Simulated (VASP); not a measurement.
# K (Im-3m) in VASP: further runs

Aim: see how the results for K move with the level of theory and the settings. Levels: LDA, PBE+D3(BJ), r2SCAN. Tasks: relaxation of cell and atoms.

All numbers are computed with VASP 6.6.1; they aren't measurements. Logs are shortened: lines on timing, memory, paths and dates and some standing lists are left out, and cuts for length are marked.

**1. The crystal as given**

It takes space group Im-3m (No. 229, cubic). Conventional cell: a = 5.225 Å, b = 5.225 Å, c = 5.225 Å, α = 90.00°, β = 90.00°, γ = 90.00°.

**2. Relaxation of cell and atoms, LDA**

File INCAR:

```
SYSTEM = K
PREC = Accurate
ENCUT = 600
EDIFF = 1E-6
ISMEAR = 1
SIGMA = 0.1
LREAL = .False.
LASPH = .True.
NELM = 80
ALGO = Normal
ISIF = 3
LWAVE = .False.
LCHARG = .False.
GGA = CA
IBRION = 2
NSW = 90
EDIFFG = -0.01
```

File KPOINTS:

```
regular mesh
0
Gamma
  12 12 12
  0 0 0
```

File POSCAR:

```
K
1.0
   -2.6125000000      2.6125000000      2.6125000000
    2.6125000000     -2.6125000000      2.6125000000
    2.6125000000      2.6125000000     -2.6125000000
K
1
Direct
    0.0000000000      0.0000000000      0.0000000000
```

Potentials or basis: VASP PAW LDA potentials, release 64 (K_sv).

Started as:

```
cat potpaw_LDA.64/K_sv/POTCAR > POTCAR
mpirun -np 1 vasp_std > vasp.out
```

OUTCAR:

```text
SYSTEM = K
   PREC = Accurate
   ENCUT = 600
   EDIFF = 1E-6
   ISMEAR = 1
   LREAL = .False.
   LASPH = .True.
   NELM = 80
   ISIF = 3
   GGA = CA
   IBRION = 2
   NSW = 90
   EDIFFG = -0.01

 ion  position               nearest neighbor table
   1  0.000  0.000  0.000-

  LATTYP: Found a body centered cubic cell.
 ALAT       =     5.2250000000

  Lattice vectors:

 A1 = (  -2.6125000000,   2.6125000000,   2.6125000000)
 A2 = (   2.6125000000,  -2.6125000000,   2.6125000000)
 A3 = (   2.6125000000,   2.6125000000,  -2.6125000000)

Analysis of symmetry for initial positions (statically):
=====================================================================
 Subroutine PRICEL returns:
 Original cell was already a primitive cell.

 Routine SETGRP: Setting up the symmetry group for a
 body centered cubic supercell.

 Subroutine GETGRP returns: Found 48 space group operations
 (whereof 48 operations were pure point group operations)
 out of a pool of 48 trial point group operations.

The static configuration has the point symmetry O_h .

Analysis of symmetry for dynamics (positions and initial velocities):
=====================================================================
 Subroutine PRICEL returns:
 Original cell was already a primitive cell.

 Routine SETGRP: Setting up the symmetry group for a
 body centered cubic supercell.

 Subroutine GETGRP returns: Found 48 space group operations
 (whereof 48 operations were pure point group operations)
 out of a pool of 48 trial point group operations.

The dynamic configuration has the point symmetry O_h .

 Subroutine INISYM returns: Found 48 space group operations
 (whereof 48 operations are pure point group operations),
 and found     1 'primitive' translations

----------------------------------------------------------------------------------------

                                     Primitive cell

  volume of cell :      71.3229

  direct lattice vectors                    reciprocal lattice vectors
    -2.612500000  2.612500000  2.612500000     0.000000000  0.191387560  0.191387560
     2.612500000 -2.612500000  2.612500000     0.191387560  0.000000000  0.191387560
     2.612500000  2.612500000 -2.612500000     0.191387560  0.191387560  0.000000000

  length of vectors
     4.524982735  4.524982735  4.524982735     0.270662883  0.270662883  0.270662883

  position of ions in fractional coordinates (direct lattice)
     0.000000000  0.000000000  0.000000000

  ion indices of the primitive-cell ions
   primitive index   ion index
                 1           1

----------------------------------------------------------------------------------------

 KPOINTS: regular mesh

Automatic generation of k-mesh.
 Grid dimensions read from file:
 generate k-points for:   12   12   12

 Generating k-lattice:

  Cartesian coordinates                     Fractional coordinates (reciprocal lattice)
     0.000000000  0.015948963  0.015948963     0.083333333  0.000000000  0.000000000
     0.015948963  0.000000000  0.015948963     0.000000000  0.083333333  0.000000000
     0.015948963  0.015948963  0.000000000     0.000000000  0.000000000  0.083333333

  Length of vectors
     0.022555240  0.022555240  0.022555240

  Shift w.r.t. Gamma in fractional coordinates (k-lattice)
     0.000000000  0.000000000  0.000000000

 Subroutine IBZKPT returns following result:
 ===========================================

 Found     72 irreducible k-points:

 Following reciprocal coordinates:
            Coordinates               Weight
  0.000000  0.000000  0.000000      1.000000
  0.083333  0.000000  0.000000     12.000000
  0.166667  0.000000  0.000000     12.000000
  0.250000  0.000000  0.000000     12.000000
  0.333333  0.000000  0.000000     12.000000
  0.416667  0.000000  0.000000     12.000000
[... 16 lines left out ...]
  0.333333  0.083333  0.083333     24.000000
  0.416667  0.083333  0.083333     12.000000
 [... further k-points ...]
   k-points           NKPTS =     72   k-points in BZ     NKDIM =     72   number of bands    NBANDS=      8
   number of dos      NEDOS =    301   number of ions     NIONS =      1
   total plane-waves  NPLWV =  46656
   dimension x,y,z NGX =    36 NGY =   36 NGZ =   36
   dimension x,y,z NGXF=    72 NGYF=   72 NGZF=   72
   ions per type =               1
   NGX,Y,Z   is equivalent  to a cutoff of  13.23, 13.23, 13.23 a.u.
   NGXF,Y,Z  is equivalent  to a cutoff of  26.45, 26.45, 26.45 a.u.
 SYSTEM =  K
   PREC   = accura    normal or accurate (medium, high low for compatibility)
   ISTART =      0    job   : 0-new  1-cont  2-samecut
   ICHARG =      2    charge: 1-file 2-atom 10-const
   ISPIN  =      1    spin polarized calculation?
   LNONCOLLINEAR =      F non collinear calculations
   LSORBIT =      F    spin-orbit coupling
   LASPH  =      T    aspherical Exc in radial PAW
   ENCUT  =  600.0 eV  44.10 Ry    6.64 a.u.   9.04  9.04  9.04*2*pi/ulx,y,z
   NELM   =     80;   NELMIN=  2; NELMDL= -5     # of ELM steps
   EDIFF  = 0.1E-05   stopping-criterion for ELM
   LREAL  =      F    real-space projection
   EDIFFG = -.1E-01   stopping-criterion for IOM
   NSW    =     90    number of steps for IOM
   IBRION =      2    ionic relax: 0-MD 1-quasi-New 2-CG
   NFREE  =      1    steps in history (QN), initial steepest desc. (CG)
   ISIF   =      3    stress and relaxation
   ISYM   =      2    0-nonsym 1-usesym 2-fastsym
   POTIM  = 0.5000    time-step for ionic-motion
   TEBEG  =    0.0;   TEEND  =   0.0 temperature during run
   PSTRESS=    0.0 pullay stress
   NELECT =       9.0000    total number of electrons
   NUPDOWN=      -1.0000    fix difference up-down
   EMIN   =  10.00;   EMAX   =-10.00  energy-range for DOS
   EFERMI =   0.00;   METHOD = LEGACY
   ISMEAR =     1;   SIGMA  =   0.10  broadening in eV -4-tet -1-fermi 0-gaus
   EFERMI_NEDOS =   21; number of points for ismear=-14 and -15
   IALGO  =     38    algorithm
   IMIX   =      4    mixing-type and parameters
     AMIX     =   0.40;   BMIX     =  1.00
     AMIX_MAG =   1.60;   BMIX_MAG =  1.00
  volume/ion in A,a.u.               =      71.32       481.31
  Fermi-wavevector in a.u.,A,eV,Ry     =   0.821131  1.551714  9.173822  0.674257
  Thomas-Fermi vector in A             =   1.932236
   LORBIT       =      0    0 simple, 1 ext, 2 COOP (PROOUT), +10 PAW based schemes
   GGA     = CA    functional components
   LHFCALC =     F    Hartree Fock is set to
   AEXX    =    0.0000 exact exchange contribution
   IVDW    =     0    specifies the selected vdW correction
   LEPSILON=     F    determine dielectric tensor
   LRPA    =     F    only Hartree local field effects (RPA)
 conjugate gradient relaxation of ions
 non-spin polarized calculation
 Methfessel and Paxton  Order N= 1 SIGMA  =   0.10
  energy-cutoff  :      600.00
  volume of cell :       71.32
 maximum number of plane-waves:      2412
   NGX = 19   NGY = 19   NGZ = 19

--------------------------------------- Ionic step        1  -------------------------------------------

 number of electron       9.0000000 magnetization

 Free energy of the ion-electron system (eV)
  ---------------------------------------------------
  ext. energy  EPLUGINS =         0.00000000
  ---------------------------------------------------
  free energy    TOTEN  =        -1.15388437 eV

  energy without entropy =       -1.15296641  energy(sigma->0) =       -1.15357839

------------------------ aborting loop because EDIFF is reached ----------------------------------------

  FORCE on cell =-STRESS in cart. coord.  units (eV):
  Direction    XX          YY          ZZ          XY          YZ          ZX
  --------------------------------------------------------------------------------------
  -------------------------------------------------------------------------------------
  Total       -0.1746107     -0.1746107     -0.1746107     -0.0000000     -0.0000000      0.0000000
  in kB       -3.9224069     -3.9224069     -3.9224069     -0.0000000     -0.0000000      0.0000000
  external PRESSURE =      -3.9224069 kB  Pullay stress =       0.0000000 kB
[... 90 lines left out ...]
  energy  without entropy=       -1.1616489897  energy(sigma->0) =       -1.16225610

--------------------------------------- Ionic step        4  -------------------------------------------

 number of electron       8.9999999 magnetization

 E-fermi :   0.1579     XC(G=0):  -6.4216

 val. band max:        0.1447487502   @ k =   0.2500   0.2500   0.0000
 cond. band min:       0.2087331929   @ k =   0.3333   0.1667   0.0000
 fundamental gap:      0.0639844427
 Fermi energy:         0.1578599980

 k-point     1 :       0.0000    0.0000    0.0000
  band No.  band energies     occupation
      1     -31.5407      2.00000
      2     -15.1978      2.00000
      3     -15.1978      2.00000
      4     -15.1978      2.00000
      5      -2.2981      2.00000
      6       4.5078      0.00000
      7       4.5078      0.00000
      8       4.5078      0.00000
[... 285 lines left out ...]
  energy  without entropy=       -1.1583513131  energy(sigma->0) =       -1.15894836

--------------------------------------- Ionic step        5  -------------------------------------------

 number of electron       9.0000001 magnetization

 Free energy of the ion-electron system (eV)
  ---------------------------------------------------
  ext. energy  EPLUGINS =         0.00000000
  ---------------------------------------------------
  free energy    TOTEN  =        -1.16348749 eV

  energy without entropy =       -1.16258079  energy(sigma->0) =       -1.16318526

 E-fermi :  -0.0166     XC(G=0):  -6.2309

 val. band max:       -0.0314948144   @ k =   0.2500   0.2500   0.0000
 cond. band min:       0.0332388452   @ k =   0.3333   0.1667   0.0000
 fundamental gap:      0.0647336596
 Fermi energy:        -0.0165828665

 k-point     1 :       0.0000    0.0000    0.0000
  band No.  band energies     occupation
      1     -31.7430      2.00000
      2     -15.4102      2.00000
      3     -15.4102      2.00000
      4     -15.4102      2.00000
      5      -2.3663      2.00000
      6       4.2794      0.00000
      7       4.2794      0.00000
      8       4.2794      0.00000
[... 281 lines left out ...]
  FREE ENERGIE OF THE ION-ELECTRON SYSTEM (eV)
  ---------------------------------------------------
  free  energy   TOTEN  =        -1.1634874906 eV

  energy  without entropy=       -1.1625807891  energy(sigma->0) =       -1.16318526

 reached required accuracy - stopping structural energy minimisation
```

Wall time 2.2 min (1 thread of Intel Xeon Platinum 8488C (Sapphire Rapids), shared host); peak memory 0.21 GiB.

Results:

```yaml
Free_energy: -1.1635 eV
Relaxed_volume: 64.20 Å³/atom
Relaxed_cell: a = 4.369 Å, b = 4.369 Å, c = 4.369 Å, α = 109.47°, β = 109.47°, γ = 109.47°
Space_group_after_relaxing_to_0.05_Å: Im-3m (No. 229)
Energy_gained_by_relaxing: 9.6 meV/atom
Ionic_steps: 5
Pressure_after_relaxing: 0.0 GPa
Band_gap_on_the_k_mesh: none (metal or under the smearing width)
```

The path:
```csv
step,energy change (eV),largest force (eV/Å),pressure (GPa),volume (Å³)
1,0.0000,0.0000,-0.39,71.32
2,-0.0040,0.0000,-0.31,69.54
3,-0.0087,0.0000,-0.14,66.24
4,-0.0054,0.0000,0.34,59.97
5,-0.0096,0.0000,-0.01,64.20
```

Final structure:
```
K
1.0
    -2.52247    2.52247    2.52247
     2.52247   -2.52247    2.52247
     2.52247    2.52247   -2.52247
K
1
Cartesian
  0.0000 0.0000 0.0000
```

LDA usually gives volumes a few per cent too small. Zero-point motion and thermal expansion aren't in these numbers.

**3. Relaxation of cell and atoms, LDA**

This run uses another cell than the first one, of 64.20 Å³/atom, 0.900 times its volume.

Changes to INCAR since step 2:

```diff
@@ -3,3 +3,3 @@
 ENCUT = 600
-EDIFF = 1E-6
+EDIFF = 1E-7
 ISMEAR = 1
@@ -16,2 +16,2 @@
 NSW = 90
-EDIFFG = -0.01
+EDIFFG = -0.005
```

KPOINTS is that of step 2.

File POSCAR:

```
K                                       
1.0
   -2.5224726562      2.5224726562      2.5224726562
    2.5224726562     -2.5224726562      2.5224726562
    2.5224726562      2.5224726562     -2.5224726562
  K             
     1
Direct
     0.0000000000000000    0.0000000000000000    0.0000000000000000
```

Potentials or basis: VASP PAW LDA potentials, release 64 (K_sv).

Started as:

```
cat potpaw_LDA.64/K_sv/POTCAR > POTCAR
mpirun -np 1 vasp_std > vasp.out
```

Wall time 34 s (1 thread of Intel Xeon Platinum 8488C (Sapphire Rapids), shared host); peak memory 0.19 GiB.

Results (log left out):

```yaml
Free_energy: -1.1634 eV
Pressure_after_relaxing: 0.0 GPa
Band_gap_on_the_k_mesh: none (metal or under the smearing width)
```

Final structure:
```
K
1.0
    -2.52247    2.52247    2.52247
     2.52247   -2.52247    2.52247
     2.52247    2.52247   -2.52247
K
1
Direct
  0.00000 0.00000 0.00000
```

Levels at points of the mesh, in eV from the Fermi level:
| k point | band 1 | band 2 | band 3 | band 4 | band 5 | band 6 | band 7 | band 8 |
| --- | --- | --- | --- | --- | --- | --- | --- | --- |
| (0.00, 0.00, 0.00) | -31.73 | -15.39 | -15.39 | -15.39 | -2.35 | 4.30 | 4.30 | 4.30 |
| (0.50, 0.00, 0.00) | -31.72 | -15.51 | -15.43 | -15.39 | 0.41 | 0.83 | 3.13 | 5.03 |
| (0.50, 0.50, 0.50) | -31.71 | -15.47 | -15.47 | -15.47 | 1.60 | 1.60 | 3.85 | 3.85 |

Caveat: the relaxation stopped at its first step, so nothing moved.

(Continued in part 2 of 2.)
